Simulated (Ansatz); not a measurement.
**AlP (zincblende type): how the settings move a single-point run**

Question: which choices in the input matter for AlP (zincblende type)?

Method: reference: DFT, PBE, all-electron LAPW, scalar-relativistic, in Ansatz 0.2.0.

## Step 1: Starting point

The structure is cubic, space group F-43m (No. 216). The conventional cell has a = 5.507 Å, b = 5.507 Å, c = 5.507 Å, α = 90.00°, β = 90.00°, γ = 90.00°. Al (site symmetry -43m) has 4 P at 2.38 Å as nearest neighbours. P (site symmetry -43m) is surrounded by 4 Al at 2.38 Å.

As a file:

```cif
data_structure
_symmetry_space_group_name_H-M 'P 1'
_symmetry_Int_Tables_number 1
_cell_length_a 3.8940
_cell_length_b 3.8940
_cell_length_c 3.8940
_cell_angle_alpha 60.000
_cell_angle_beta 60.000
_cell_angle_gamma 60.000
_cell_volume 41.75
loop_
_atom_site_label
_atom_site_type_symbol
_atom_site_fract_x
_atom_site_fract_y
_atom_site_fract_z
_atom_site_occupancy
Al1 Al 0.00000 0.00000 0.00000 1
P1 P 0.25000 0.25000 0.25000 1
```

## Step 2: Baseline

The input, input.yaml:

```yaml
crystal:
  lattice:
    - [0.0, 2.7534801613, 2.7534801613]
    - [2.7534801613, 0.0, 2.7534801613]
    - [2.7534801613, 2.7534801613, 0.0]
  atoms:
    - { symbol: Al, position: [0.0, 0.0, 0.0] }
    - { symbol: P, position: [0.25, 0.25, 0.25] }
kpoints:
  mp_grid: { grid: [14, 14, 14] }
  band_path:
    path:
      - [0.0, 0.0, 0.0]
      - [-0.5, -0.5, 0.0]
      - [-0.375, -0.375, 0.25]
      - [-0.375, 0.0, 0.375]
      - [0.0, 0.0, 0.0]
      - [0.0, 0.0, 0.5]
      - [-0.5, -0.25, 0.25]
      - [-0.5, -0.5, 0.0]
    npoints: 14
scf:
  occupations: { method: fermi_dirac, width: 0.1 }
hamiltonian:
  xc: pbe
  pseudopotentials: { kind: all_electron, lapw: { basis_error: 0.001 } }
output:
  forces: true
  stress: true
  eigenvalues: true
  populations: true
  dos: { projected: true, de: 0.2, e_range: [-14, 8] }
```

Run with:

```bash
> ansatz run input.yaml --threads 1 --pin off --max-ram 2048MiB --backend cpu --events-out ev --progress --plain --runs-dir out
```

From the output:

```text
[...]
Basis set: ecut = 211.6777132480024 eV, 283 PW (Γ), exchange–correlation at level 2
[...]
k-points: 104 of 2744 (time reversal used)
[...]
SCF iter   1: F=—  HF=-15918.095515 eV  |F-HF|=—  |Δ(HF+E_count)|=         —  Δρ=4.37e-2  dr2=1.21e0  ethr=5.03e-3  ⟨swp⟩=2.0  Hψ=12118  notcnv=0
preconditioner: auto → none  [insulator: Δε(μ)=2.273 eV  Ē_g=10.137 eV  σ=0.100 eV  W_gap=1.00  n_scr=14 (ndim 8)  ℏωp=16.3 eV  f_vac=0.000  D(μ)=0.00/eV (n_scr^D=0)  ε∞_Penn≈3.6]
[...]
SCF iter   2: F=—  HF=-15917.772430 eV  |F-HF|=—  |Δ(HF+E_count)|=   3.23e-1  Δρ=1.52e-2  dr2=7.45e-2  ethr=3.11e-4  ⟨swp⟩=2.0  Hψ=8289  notcnv=0
[...]
SCF iter   5: F=—  HF=-15917.764682 eV  |F-HF|=—  |Δ(HF+E_count)|=   5.65e-5  Δρ=8.21e-5  dr2=1.61e-6  ethr=1.91e-7  ⟨swp⟩=3.0  Hψ=4686  notcnv=0
SCF iter   6: F=-15917.764685 eV  HF=-15917.764685 eV  |F-HF|=1.26e-7  |Δ(HF+E_count)|=   2.57e-6  Δρ=1.55e-5  dr2=7.40e-8  ethr=6.71e-9  ⟨swp⟩=3.0  Hψ=4657  notcnv=0
[...]
SCF converged after 6 iterations
Free energy (F): -15917.764685 eV
[...]
E sigma→0 (E₀):  -15917.764680 eV
[...]
Fermi energy:    6.902077 eV
[...]
  P = ⅓ Tr σ = -0.0039 GPa (-0.039 kbar)
[...]
```

Run time: 11 s. Hardware: 1 thread of Intel Xeon 6975P-C (Granite Rapids), shared host; peak memory 0.35 GiB.

## Step 3: Changing settings: lower_state_search light

input.yaml, as its differences from that of step 2:

```diff
@@ -23,2 +23,3 @@
   occupations: { method: fermi_dirac, width: 0.1 }
+  lower_state_search: light
 hamiltonian:
@@ -31,2 +32 @@
   populations: true
-  dos: { projected: true, de: 0.2, e_range: [-14, 8] }
```

Run with:

```bash
> ansatz run input.yaml --threads 1 --pin off --max-ram 2048MiB --backend cpu --events-out ev --progress --plain --runs-dir out
```

Log (excerpt; [...] marks lines left out):

```text
Al: projections on atomic orbitals take those of the free atom 1s2 2s2 2p6 3s2 3p1, of charge +0.00 (hamiltonian.pseudopotentials.projection_atoms)
P: projections on atomic orbitals take those of the free atom 1s2 2s2 2p6 3s2 3p3, of charge +0.00 (hamiltonian.pseudopotentials.projection_atoms)
LAPW: plane waves up to 7.454 Å⁻¹, error target 1.0e-3 eV per atom; small_component_spin mean_spin; Al in spheres of 1.223 Å, 11 of its electrons in bands, Dirac shells []; P in spheres of 1.161 Å, 13 of its electrons in bands, Dirac shells []
[...]
Pseudopotentials: kind: all_electron
Pseudopotential: Al, LAPW, valence charge 11, Koelling and Harmon's equation, gaussian nucleus
Pseudopotential: P, LAPW, valence charge 13, Koelling and Harmon's equation, gaussian nucleus
Functional definition: PBE
[...]
Crystal: 2 atoms, lattice volume = 41.752 Å³
Basis set: ecut = 211.6777132480024 eV, 283 PW (Γ), exchange–correlation at level 2
Bands: 16, of which v1, the nominal top of the filled ones, is band 12 counted from 1 (11 counted from 0)
Symmetry: 24 space group operations
Space group: F-43m (ITA 216), of the structure as read, at distance tolerance 3.5e-5 Å
k-points: 104 of 2744 (time reversal used)
[...]
SCF iter   1: F=—  HF=-15918.095515 eV  |F-HF|=—  |Δ(HF+E_count)|=         —  Δρ=4.37e-2  dr2=1.21e0  ethr=5.03e-3  ⟨swp⟩=2.0  Hψ=12118  notcnv=0
[...]
the basis was enlarged: its passes take 1.9 MiB over the memory plan, 1 of 1 planned eigensolver slots
[...]
SCF iter   6: F=-15917.764685 eV  HF=-15917.764685 eV  |F-HF|=1.26e-7  |Δ(HF+E_count)|=   2.57e-6  Δρ=1.55e-5  dr2=7.40e-8  ethr=6.71e-9  ⟨swp⟩=3.0  Hψ=4657  notcnv=0
[...]
NSCF: frozen V_eff on 99 k-points
SCF converged after 6 iterations
Free energy (F): -15917.764685 eV
[...]
E sigma→0 (E₀):  -15917.764680 eV
Entropy (-TS):   -0.000009 eV (-0.004 meV/atom)
Fermi energy:    6.902077 eV
[...]
--- Forces (eV/Å), atoms counted from 1 ---
  atom   1  Al     0.00000000     0.00000000     0.00000000
  atom   2  P     -0.00000000     0.00000000     0.00000000
[...]
--- Stress (GPa, compression-positive) ---
       -0.003890       0.000000      -0.000000
        0.000000      -0.003890       0.000000
       -0.000000       0.000000      -0.003890
  P = ⅓ Tr σ = -0.0039 GPa (-0.039 kbar)
--- Band table (eV; the first three rows and the last of 104) ---
  k-point 0: bands = ["-160.8246", "-111.2944", "-111.2944", "-111.2944", "-96.4779", "-57.9411", "-57.9411", "-57.9411", "-5.3493", "6.0104", "6.0104", "6.0104", "9.0940", "10.5352", "10.5352", "10.5352"]
[...]
--- Löwdin populations: 2 sites ---
  site symbol       q [e]
     0     Al     12.6312
     1      P     15.3094
  spilling = 0.002118 (of n_electrons = 28.000000)
```

Run time: 11 s. Hardware: 1 thread of Intel Xeon 6975P-C (Granite Rapids), shared host; peak memory 0.35 GiB.

The changed input (search for lower states) leaves the energy the same to the digits printed.

## Step 4: Side by side

| run | ending | energy change | pressure (GPa) | gap (eV) | force (eV/Å) | cycles | time |
| --- | --- | --- | --- | --- | --- | --- | --- |
| reference | converged | 0 | 0.0 | 1.63 | 0.00 | 6 | 11 s |
| 1: lower_state_search light | converged | 0.0 meV/atom | 0.0 | 1.63 | 0.00 | 6 | 11 s |

Times don't compare one to one where runs were asked for different outputs or read a saved state (see the inputs); cycles may leave out searches for a lower state.

Residual by cycle in the longest SCF loop of each run; runs are numbered as in the table. The quantity is the density residual dr2, in eV.

```csv
cycle,reference,run 1
1,1.21,1.21
2,0.0745,0.0745
3,0.0142,0.0142
4,4.6e-5,4.6e-5
5,1.6e-6,1.6e-6
6,7.4e-8,7.4e-8
```

**Reading.** The changed input (search for lower states) leaves the energy the same to the digits printed.
